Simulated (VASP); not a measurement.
# TiSe2 (P-3m1) in VASP: single point with PBE

Aim: the single point of TiSe2 with PBE.

All numbers are computed with VASP 6.6.1; they aren't measurements. Logs are shortened: lines on timing, memory, paths and dates and some standing lists are left out, and cuts for length are marked.

## (1) The crystal as given

Symmetry: P-3m1, No. 164, trigonal system. Conventional cell: a = 3.557 Å, b = 3.557 Å, c = 6.348 Å, α = 90.00°, β = 90.00°, γ = 120.00°. Ti (site symmetry -3m) is surrounded by 6 Se at 2.56 Å. Se (site symmetry 3m) is surrounded by 3 Ti at 2.56 Å.

The cell is a database's computed one.

## (2) Single point, PBE

Contents of INCAR:

```
SYSTEM = TiSe2
PREC = Accurate ; ENCUT = 520
EDIFF = 1E-7 ; ISMEAR = 0
SIGMA = 0.1 ; LREAL = .FALSE.
LASPH = .TRUE. ; NELM = 100
ALGO = Fast ; ISIF = 2
LWAVE = .FALSE. ; LCHARG = .FALSE.
GGA = PE ; NBANDS = 19
```

Contents of KPOINTS:

```
Automatic mesh
0
G
  6 6 4
  0 0 0
```

Contents of POSCAR:

```
TiSe2
1.0
    3.5565670000      0.0000000000      0.0000000000
   -1.7782830000      3.0800770000      0.0000000000
    0.0000000000      0.0000000000      6.3476260000
Ti Se
1 2
Direct
    0.0000000000      0.0000000000      0.0000000000
    0.3333330000      0.6666670000      0.2399280000
    0.6666670000      0.3333330000      0.7600720000
```

Potentials or basis: VASP PAW PBE potentials, release 64 (Ti_sv, Se).

Run with:

```sh
$ cat potpaw_PBE.64/Ti_sv/POTCAR potpaw_PBE.64/Se/POTCAR > POTCAR
$ mpirun -np 1 vasp_std > vasp.out
```

OUTCAR:

```text
SYSTEM = TiSe2
   PREC = Accurate
   ENCUT = 520
   EDIFF = 1E-7
   ISMEAR = 0
   LREAL = .FALSE.
   LASPH = .TRUE.
   NELM = 100
   ISIF = 2
   GGA = PE

 ion  position               nearest neighbor table
   1  0.000  0.000  0.000-   2 2.56   3 2.56   2 2.56   3 2.56   3 2.56   2 2.56
   2  0.333  0.667  0.240-   1 2.56   1 2.56   1 2.56
   3  0.667  0.333  0.760-   1 2.56   1 2.56   1 2.56

  LATTYP: Found a hexagonal cell.
 ALAT       =     3.5565670000
 C/A-ratio  =     1.7847621035

  Lattice vectors:

 A1 = (   3.5565670000,   0.0000000000,   0.0000000000)
 A2 = (  -1.7782830000,   3.0800770000,   0.0000000000)
 A3 = (   0.0000000000,   0.0000000000,   6.3476260000)

Analysis of symmetry for initial positions (statically):
=====================================================================
 Subroutine PRICEL returns:
 Original cell was already a primitive cell.

 Routine SETGRP: Setting up the symmetry group for a
 hexagonal supercell.

 Subroutine GETGRP returns: Found 12 space group operations
 (whereof 12 operations were pure point group operations)
 out of a pool of 24 trial point group operations.

The static configuration has the point symmetry D_3d.

Analysis of symmetry for dynamics (positions and initial velocities):
=====================================================================
 Subroutine PRICEL returns:
 Original cell was already a primitive cell.

 Routine SETGRP: Setting up the symmetry group for a
 hexagonal supercell.

 Subroutine GETGRP returns: Found 12 space group operations
 (whereof 12 operations were pure point group operations)
 out of a pool of 24 trial point group operations.

The dynamic configuration has the point symmetry D_3d.

 Subroutine INISYM returns: Found 12 space group operations
 (whereof 12 operations are pure point group operations),
 and found     1 'primitive' translations

----------------------------------------------------------------------------------------

                                     Primitive cell

  volume of cell :      69.5351

  direct lattice vectors                    reciprocal lattice vectors
     3.556567000  0.000000000  0.000000000     0.281170016  0.162333558  0.000000000
    -1.778283000  3.080077000  0.000000000     0.000000000  0.324667208  0.000000000
     0.000000000  0.000000000  6.347626000     0.000000000  0.000000000  0.157539212

  length of vectors
     3.556567000  3.556566428  6.347626000     0.324667156  0.324667208  0.157539212

  position of ions in fractional coordinates (direct lattice)
     0.000000000  0.000000000  0.000000000
     0.333333000  0.666667000  0.239928000
     0.666667000  0.333333000  0.760072000

  ion indices of the primitive-cell ions
   primitive index   ion index
                 1           1
                 2           2
                 3           3

----------------------------------------------------------------------------------------

 KPOINTS: Automatic mesh

Automatic generation of k-mesh.
 Grid dimensions read from file:
 generate k-points for:    6    6    4

 Generating k-lattice:

  Cartesian coordinates                     Fractional coordinates (reciprocal lattice)
     0.046861669  0.027055593  0.000000000     0.166666667  0.000000000  0.000000000
     0.000000000  0.054111201  0.000000000     0.000000000  0.166666667  0.000000000
     0.000000000  0.000000000  0.039384803     0.000000000  0.000000000  0.250000000

  Length of vectors
     0.054111193  0.054111201  0.039384803

  Shift w.r.t. Gamma in fractional coordinates (k-lattice)
     0.000000000  0.000000000  0.000000000

 Subroutine IBZKPT returns following result:
 ===========================================

 Found     24 irreducible k-points:

 Following reciprocal coordinates:
            Coordinates               Weight
  0.000000  0.000000  0.000000      1.000000
  0.166667  0.000000  0.000000      6.000000
  0.333333  0.000000  0.000000      6.000000
  0.500000  0.000000  0.000000      3.000000
  0.166667  0.166667  0.000000      6.000000
  0.333333  0.166667  0.000000     12.000000
[... 16 lines left out ...]
  0.333333  0.166667  0.500000     12.000000
  0.333333  0.333333  0.500000      2.000000
   k-points           NKPTS =     24   k-points in BZ     NKDIM =     24   number of bands    NBANDS=     19
   number of dos      NEDOS =    301   number of ions     NIONS =      3
   total plane-waves  NPLWV =  37632
   dimension x,y,z NGX =    28 NGY =   28 NGZ =   48
   dimension x,y,z NGXF=    56 NGYF=   56 NGZF=   96
   ions per type =               1   2
   NGX,Y,Z   is equivalent  to a cutoff of  13.09, 13.09, 12.57 a.u.
   NGXF,Y,Z  is equivalent  to a cutoff of  26.18, 26.18, 25.14 a.u.
 SYSTEM =  TiSe2
   PREC   = accura    normal or accurate (medium, high low for compatibility)
   ISTART =      0    job   : 0-new  1-cont  2-samecut
   ICHARG =      2    charge: 1-file 2-atom 10-const
   ISPIN  =      1    spin polarized calculation?
   LNONCOLLINEAR =      F non collinear calculations
   LSORBIT =      F    spin-orbit coupling
   LASPH  =      T    aspherical Exc in radial PAW
   ENCUT  =  520.0 eV  38.22 Ry    6.18 a.u.   6.61  6.61 11.80*2*pi/ulx,y,z
   NELM   =    100;   NELMIN=  2; NELMDL= -5     # of ELM steps
   EDIFF  = 0.1E-06   stopping-criterion for ELM
   LREAL  =      F    real-space projection
   EDIFFG = 0.1E-05   stopping-criterion for IOM
   NSW    =      0    number of steps for IOM
   IBRION =     -1    ionic relax: 0-MD 1-quasi-New 2-CG
   NFREE  =      0    steps in history (QN), initial steepest desc. (CG)
   ISIF   =      2    stress and relaxation
   ISYM   =      2    0-nonsym 1-usesym 2-fastsym
   POTIM  = 0.5000    time-step for ionic-motion
   TEBEG  =    0.0;   TEEND  =   0.0 temperature during run
   PSTRESS=    0.0 pullay stress
   NELECT =      24.0000    total number of electrons
   NUPDOWN=      -1.0000    fix difference up-down
   EMIN   =  10.00;   EMAX   =-10.00  energy-range for DOS
   EFERMI =   0.00;   METHOD = LEGACY
   ISMEAR =     0;   SIGMA  =   0.10  broadening in eV -4-tet -1-fermi 0-gaus
   EFERMI_NEDOS =   21; number of points for ismear=-14 and -15
   IALGO  =     68    algorithm
   IMIX   =      4    mixing-type and parameters
     AMIX     =   0.40;   BMIX     =  1.00
     AMIX_MAG =   1.60;   BMIX_MAG =  1.00
  volume/ion in A,a.u.               =      23.18       156.42
  Fermi-wavevector in a.u.,A,eV,Ry     =   1.148358  2.170082 17.942356  1.318726
  Thomas-Fermi vector in A             =   2.285033
   LORBIT       =      0    0 simple, 1 ext, 2 COOP (PROOUT), +10 PAW based schemes
   GGA     = PE    functional components
   LHFCALC =     F    Hartree Fock is set to
   AEXX    =    0.0000 exact exchange contribution
   IVDW    =     0    specifies the selected vdW correction
   LEPSILON=     F    determine dielectric tensor
   LRPA    =     F    only Hartree local field effects (RPA)
 non-spin polarized calculation
 RMM-DIIS sequential band-by-band and
 Gauss-broadening in eV      SIGMA  =   0.10
  energy-cutoff  :      520.00
  volume of cell :       69.54
 maximum number of plane-waves:      1907
 NGX is ok and might be reduce to    28
   NGX = 13   NGY = 13   NGZ = 23

 number of electron      23.9999992 magnetization

 Free energy of the ion-electron system (eV)
  ---------------------------------------------------
  ext. energy  EPLUGINS =         0.00000000
  ---------------------------------------------------
  free energy    TOTEN  =       -18.19017879 eV

  energy without entropy =      -18.18407408  energy(sigma->0) =      -18.18712644

 E-fermi :   4.1256     XC(G=0):  -9.5895

 val. band max:        4.0087299897   @ k =   0.5000   0.0000   0.5000
 cond. band min:       4.1336755446   @ k =   0.5000   0.0000   0.2500
 fundamental gap:      0.1249455548
 Fermi energy:         4.1256435649

 k-point     1 :       0.0000    0.0000    0.0000
  band No.  band energies     occupation
      1     -53.5524      2.00000
      2     -29.7775      2.00000
      3     -29.7631      2.00000
      4     -29.7631      2.00000
      5      -9.6546      2.00000
      6      -8.4498      2.00000
[... 11 lines left out ...]
     18       9.6132      0.00000
     19       9.8577      0.00000

 k-point     2 :       0.1667    0.0000    0.0000
  band No.  band energies     occupation
      1     -53.5507      2.00000
      2     -29.7839      2.00000
      3     -29.7729      2.00000
      4     -29.7678      2.00000
      5      -9.3749      2.00000
      6      -8.3486      2.00000
[... 11 lines left out ...]
     18      10.8013      0.00000
     19      11.2752      0.00000

 k-point     3 :       0.3333    0.0000    0.0000
  band No.  band energies     occupation
      1     -53.5473      2.00000
      2     -29.8251      2.00000
      3     -29.7772      2.00000
      4     -29.7640      2.00000
      5      -8.7021      2.00000
      6      -8.1489      2.00000
[... 11 lines left out ...]
     18      10.6431      0.00000
     19      11.1906      0.00000

 k-point     4 :       0.5000    0.0000    0.0000
  band No.  band energies     occupation
      1     -53.5455      2.00000
      2     -29.8455      2.00000
      3     -29.7818      2.00000
      4     -29.7595      2.00000
      5      -8.1809      2.00000
      6      -8.1522      2.00000
[... 407 lines left out ...]
     18      11.7553      0.00000
     19      12.1071      0.00000

 k-point    23 :       0.3333    0.1667    0.5000
  band No.  band energies     occupation
      1     -53.5455      2.00000
      2     -29.8348      2.00000
      3     -29.7927      2.00000
      4     -29.7596      2.00000
      5      -8.2238      2.00000
      6      -8.1166      2.00000
[... 11 lines left out ...]
     18      10.3983      0.00000
     19      10.9062      0.00000

 k-point    24 :       0.3333    0.3333    0.5000
  band No.  band energies     occupation
      1     -53.5447      2.00000
      2     -29.8200      2.00000
      3     -29.8200      2.00000
      4     -29.7574      2.00000
      5      -8.0317      2.00000
      6      -8.0317      2.00000
[... 11 lines left out ...]
     18      11.0710      0.00000
     19      11.0800      0.00000

------------------------ aborting loop because EDIFF is reached ----------------------------------------

  FORCE on cell =-STRESS in cart. coord.  units (eV):
  Direction    XX          YY          ZZ          XY          YZ          ZX
  --------------------------------------------------------------------------------------
  -------------------------------------------------------------------------------------
  Total        0.0061004      0.0061004      0.8753892      0.0000000     -0.0000000     -0.0000000
  in kB        0.1405621      0.1405621     20.1700916      0.0000000     -0.0000000     -0.0000000
  external PRESSURE =       6.8170719 kB  Pullay stress =       0.0000000 kB

 VOLUME and BASIS-vectors are now :
 -----------------------------------------------------------------------------
  energy-cutoff  :      520.00
  volume of cell :       69.54
      direct lattice vectors                 reciprocal lattice vectors
     3.556567000  0.000000000  0.000000000     0.281170016  0.162333558  0.000000000
    -1.778283000  3.080077000  0.000000000     0.000000000  0.324667208  0.000000000
     0.000000000  0.000000000  6.347626000     0.000000000  0.000000000  0.157539212

 POSITION                                       TOTAL-FORCE (eV/Angst)
 -----------------------------------------------------------------------------------
      0.00000      0.00000      0.00000        -0.000000      0.000000      0.000000
     -0.00000      2.05339      1.52297         0.000000      0.000000      0.217927
      1.77829      1.02669      4.82465        -0.000000     -0.000000     -0.217927
 -----------------------------------------------------------------------------------
    total drift:                               -0.000000     -0.000000      0.000000

  FREE ENERGIE OF THE ION-ELECTRON SYSTEM (eV)
  ---------------------------------------------------
  free  energy   TOTEN  =       -18.1901787930 eV

  energy  without entropy=      -18.1840740834  energy(sigma->0) =      -18.18712644
```

Wall time 34 s (1 thread of Intel Xeon 6975P-C (Granite Rapids), shared host); peak memory 0.19 GiB.

What came out:

| Property | Result |
| --- | --- |
| Free energy | -18.1902 eV |
| Pressure | 0.7 GPa |
| Largest force | 0.218 eV/Å |
| Band gap on the k mesh | none (metal or under the smearing width) |

Forces in eV/Å, atoms in the order of the input:
```
Ti   0.000  0.000  0.000
Se   0.000  0.000  0.218
Se   0.000  0.000 -0.218
```

Caveat: this functional lacks dispersion, which binds the layers, so the pressure and a relaxed spacing across them are unreliable.
